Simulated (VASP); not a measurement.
TiC: electric field gradients with PBE

The system is TiC.

```xyz
2
Lattice="0.0000 2.1640 2.1640 2.1640 0.0000 2.1640 2.1640 2.1640 0.0000" Properties=species:S:1:pos:R:3 pbc="T T T"
Ti    0.0800    0.0000    0.0000
C     2.1640    2.1640    2.1640
```

The cell isn't the ideal one: atom 1 (Ti) moved by [0.08, 0.0, 0.0] A, PAW files.

```
Program                : VASP 6.6.1
Task                   : electric field gradients
Functional             : PBE
Potentials or basis    : VASP PAW PBE potentials, release 64 (Ti_sv, C)
Cutoff                 : 520 eV
k mesh                 : 14 × 14 × 14
Occupations            : fermi-dirac, width 0.03 eV
Spin                   : no spin polarisation
Dipole correction      : no
Further INCAR settings : ALGO = Fast; EDIFF = 1e-08; NBANDS = 15
```

```yaml
Pressure: 1.8 GPa
Largest_force: 0.728 eV/Å
Band_gap_on_the_k_mesh: none (metal or under the smearing width)
```

Forces in eV/Å, atoms in the order of the input:
```
Ti  -0.728  0.000  0.000
C    0.728  0.000  0.000
```

Stress tensor (GPa, compression positive):
```
2.97 0.00 0.00
0.00 1.26 0.00
0.00 0.00 1.26
```

Levels at points of the mesh, in eV from the Fermi level:
| k point | band 5 | band 6 | band 7 | band 8 | band 9 | band 10 | band 11 | band 12 |
| --- | --- | --- | --- | --- | --- | --- | --- | --- |
| (0.00, 0.00, 0.00) | -12.44 | 0.46 | 0.46 | 0.66 | 0.99 | 1.68 | 1.87 | 1.87 |
| (0.50, 0.00, 0.00) | -8.96 | -5.88 | -2.93 | -2.92 | 2.88 | 2.89 | 4.08 | 7.65 |
| (0.50, 0.50, 0.00) | -10.15 | -3.47 | -1.82 | -0.11 | 0.12 | 2.75 | 3.49 | 3.49 |
| (0.00, 0.50, 0.50) | -10.15 | -3.44 | -1.66 | -0.07 | -0.07 | 2.68 | 3.49 | 3.49 |

Electric field gradients, principal values (V/Å²):
| atom | Vxx | Vyy | Vzz |
| --- | --- | --- | --- |
| 1 Ti | 1.824 | 1.824 | -3.647 |
| 2 C | 0.657 | 0.657 | -1.314 |

Wall time 58 s on 1 thread of Intel(R) Xeon(R) 6975P-C (Granite Rapids), on a shared host, peak memory 0.2 GiB.
